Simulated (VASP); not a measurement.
Wanted: the native input for a VASP 6.6.1 run.

```
Task                   : relaxation of cell and atoms
Functional             : PBE
Dispersion             : D3(BJ)
Potentials or basis    : VASP PAW PBE potentials, release 64 (Si)
Cutoff                 : 600 eV
k mesh                 : 9 × 9 × 4
Occupations            : gaussian, width 0.03 eV
Spin                   : no spin polarisation
Further INCAR settings : ALGO = Normal; EDIFF = 1e-06; IBRION = 2; EDIFFG = -0.01; NSW = 90; ISIF = 3
```

The structure of Si lies in POSCAR:

```
Si
1.0
    3.8313174605      0.0000000000      0.0000000000
   -1.9156587303      3.3180182508      0.0000000000
    0.0000000000      0.0000000000      6.3326220002
Si
4
Direct
    0.3333333300      0.6666666700      0.0630095000
    0.6666666700      0.3333333300      0.5630095000
    0.3333333300      0.6666666700      0.4369905000
    0.6666666700      0.3333333300      0.9369905000
```

This isn't the form of Si at room conditions, which is diamond.

The input as run:

INCAR

```
SYSTEM = Si
ALGO = Normal
EDIFF = 1E-6
EDIFFG = -0.01
ENCUT = 600
GGA = PE
IBRION = 2
ISIF = 3
ISMEAR = 0
IVDW = 12
LASPH = .TRUE.
LCHARG = .FALSE.
LREAL = .FALSE.
LWAVE = .FALSE.
NELM = 80
NSW = 90
PREC = Accurate
SIGMA = 0.03
```

KPOINTS

```
k-points
0
G
  9 9 4
  0 0 0
```

Potentials or basis: VASP PAW PBE potentials, release 64 (Si).

Run with:

```sh
$ cat potpaw_PBE.64/Si/POTCAR > POTCAR
$ mpirun -np 1 vasp_std > vasp.out
```

Results of the run:

* Relaxed volume: 19.89 Å³/atom
* Relaxed cell: a = 3.816 Å, b = 3.816 Å, c = 6.308 Å, α = 90.00°, β = 90.00°, γ = 120.00°
* Space group after relaxing (to 0.05 Å): P6_3/mmc (No. 194)
* Energy gained by relaxing: 0.8 meV/atom
* Ionic steps: 3
* Pressure after relaxing: 0.0 GPa
* Largest force after relaxing: 0.007 eV/Å
* Band gap on the k mesh: 0.43 eV, indirect (least direct gap 1.07 eV)
* Dispersion energy per atom: -0.316 eV

Caveat: an odd mesh through Γ misses points on the zone boundary, where band edges often lie.

Wall time 70 s on 1 thread of AMD EPYC 7R13 Processor (Zen 3), with other jobs on the host, peak memory 0.21 GiB.
